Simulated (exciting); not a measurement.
# Al (Im-3m) in exciting: equation of state, part 2 of 2

exciting (release sodium).

### 8 Equation of state, PBE, 17.08 Å³/atom (volume scaled by 1.06)

input.xml reads:

```xml
<input>
  <title>Al</title>
  <structure speciespath="./" tshift="false">
    <crystal scale="1">
      <basevect>-3.065942648648 3.065942648648 3.065942648648</basevect>
      <basevect>3.065942648648 -3.065942648648 3.065942648648</basevect>
      <basevect>3.065942648648 3.065942648648 -3.065942648648</basevect>
    </crystal>
    <species speciesfile="Al.xml" rmt="2">
      <atom coord="0.000000000000 0.000000000000 0.000000000000"/>
    </species>
  </structure>
  <groundstate do="fromscratch" ngridk="12 12 12" rgkmax="7.5" gmaxvr="14" lmaxapw="10" lmaxmat="10" lmaxvr="8" xctype="GGA_PBE" stype="Fermi Dirac" swidth="0.00183747" nempty="8" ValenceRelativity="iora*" epsengy="1e-05" epspot="1e-05" maxscl="60" outputlevel="normal"/>
</input>
```

Potentials or basis: all-electron LAPW+lo, shipped species files, valence relativity iora*.

On the command line:

```bash
$ OMP_NUM_THREADS=1 exciting_smp
```

INFO.OUT:

```text
================================================================================
EXCITING SODIUM started
[... 10 lines left out ...]

 Lattice vectors (cartesian) :
     -3.0659426486      3.0659426486      3.0659426486
      3.0659426486     -3.0659426486      3.0659426486
      3.0659426486      3.0659426486     -3.0659426486

 Reciprocal lattice vectors (cartesian) :
     -0.0000000000      1.0246743053      1.0246743053
      1.0246743053     -0.0000000000      1.0246743053
      1.0246743053      1.0246743053     -0.0000000000

 Unit cell volume                           :     115.2794966275
 Brillouin zone volume                      :       2.1517288043

 Species :    1 (Al)
     parameters loaded from                 :    Al.xml
     name                                   :    aluminium
     nuclear charge                         :     -13.00000000
     electronic charge                      :      13.00000000
     atomic mass                            :   49184.33493000
     muffin-tin radius                      :       2.00000000
     # of radial points in muffin-tin       :     300

     atomic positions (lattice) :
       1 :   0.00000000  0.00000000  0.00000000

 Total number of atoms per unit cell        :       1

 Spin treatment                             :    spin-unpolarised

 Number of Bravais lattice symmetries       :      48
 Number of crystal symmetries               :      48

 k-point grid                               :      12   12   12
 Total number of k-points                   :      72
 k-point set is reduced with crystal symmetries

 R^MT_min * |G+k|_max (rgkmax)              :       7.50000000
 Species with R^MT_min                      :       1 (Al)
 Maximum |G+k| for APW functions            :       3.75000000
 Maximum |G| for potential and density      :      14.00000000

 G-vector grid sizes                        :      24    24    24
 Total number of G-vectors                  :    5425

 Maximum angular momentum used for
     APW functions                          :      10
     computing H and O matrix elements      :      10
     potential and density                  :       8
     inner part of muffin-tin               :       2

 Total nuclear charge                       :     -13.00000000
 Total electronic charge                    :      13.00000000
 Total core charge                          :       4.00000000
 Total valence charge                       :       9.00000000

 Number of empty states                     :       8
 Total number of valence states             :      13

 Maximum Hamiltonian size                   :     123
 Maximum number of plane-waves              :     116
 Total number of local-orbitals             :       7

 Exchange-correlation type                  :      20
[... 23 lines left out ...]
+ SCF iteration number :    1                                                  +
++++++++++++++++++++++++++++++++++++++++++++++++++++++++++++++++++++++++++++++++
 Total energy                               :      -242.54807984
 _______________________________________________________________
 Fermi energy                               :         0.25819011
 Kinetic energy                             :       243.58629008
 Coulomb energy                             :      -467.50806530
 Exchange energy                            :       -18.11288380
 Correlation energy                         :        -0.51342082

 DOS at Fermi energy (states/Ha/cell)       :        13.02570017

 Electron charges :
     core                                   :         4.00000000
     core leakage                           :         0.00135438
     valence                                :         9.00000000
     interstitial                           :         2.14878629
     charge in muffin-tin spheres :
                  atom     1    Al          :        10.85121371
     total charge in muffin-tins            :        10.85121371
     total charge                           :        13.00000000
[... 284 lines left out ...]
 Electron charges :
     core                                   :         4.00000000
     core leakage                           :         0.00132803
     valence                                :         9.00000000
     interstitial                           :         2.13947624
     charge in muffin-tin spheres :
                  atom     1    Al          :        10.86052376
     total charge in muffin-tins            :        10.86052376
     total charge                           :        13.00000000

 RMS change in effective potential (target) :  0.412900E-09  ( 0.100000E-04)
 Absolute change in total energy   (target) :  0.525736E-07  ( 0.100000E-04)
 Charge distance                   (target) :  0.444035E-09  ( 0.100000E-04)

++++++++++++++++++++++++++++++++++++++++++++++++++++++++++++++++++++++++++++++++
| Convergency criteria checked for the last 2 iterations                       +
| Convergence targets achieved. Performing final SCF iteration                 +
++++++++++++++++++++++++++++++++++++++++++++++++++++++++++++++++++++++++++++++++
 Total energy                               :      -242.81786161
 _______________________________________________________________
 Fermi energy                               :         0.25468898
 Kinetic energy                             :       243.28014777
 Coulomb energy                             :      -467.47007985
 Exchange energy                            :       -18.11464273
 Correlation energy                         :        -0.51328679

 DOS at Fermi energy (states/Ha/cell)       :        13.06681635

 Electron charges :
     core                                   :         4.00000000
     core leakage                           :         0.00132803
     valence                                :         9.00000000
     interstitial                           :         2.13947624
     charge in muffin-tin spheres :
                  atom     1    Al          :        10.86052376
     total charge in muffin-tins            :        10.86052376
     total charge                           :        13.00000000

++++++++++++++++++++++++++++++++++++++++++++++++++++++++++++++++++++++++++++++++
[... 12 lines left out ...]
| EXCITING SODIUM stopped                                                      =
================================================================================
```

WARNINGS.OUT:

```text
Inversion symmetry is present. Consider using input%groundstate%solver%type = "inversionsymmetry"
```

Wall time 14 s (1 thread of Arm Neoverse V2, shared host); peak memory 0.09 GiB.

Results:

| Item | Value |
| --- | --- |
| Free energy | -6607.4146 eV |
| Band gap on the k mesh | none (metal or under the smearing width) |
| All electrons inside the program's atomic spheres | Al 10.86 (radii Al 2.0 bohr) |

Caveat: the log's total energy holds no entropy term; the free energy is that total less TS from the occupations.

### 9 Equation of state, PBE

Potentials or basis: all-electron LAPW+lo, shipped species files, valence relativity iora*.

No new run: the results of the series are fitted here.

What came out:

```
Equilibrium volume                      : 16.94 Å³/atom
Bulk modulus                            : 71 GPa
Pressure derivative of the bulk modulus : 3.6 (rough: it moves with the points fitted)
```

Energy against volume, from the lowest point:
```
volume (Å³/atom)  energy (meV/atom)
          15.149              49.59
          15.471              32.32
          15.793              18.98
          16.116               9.34
          16.438               3.37
          16.760               0.15
          17.083               0.00
```
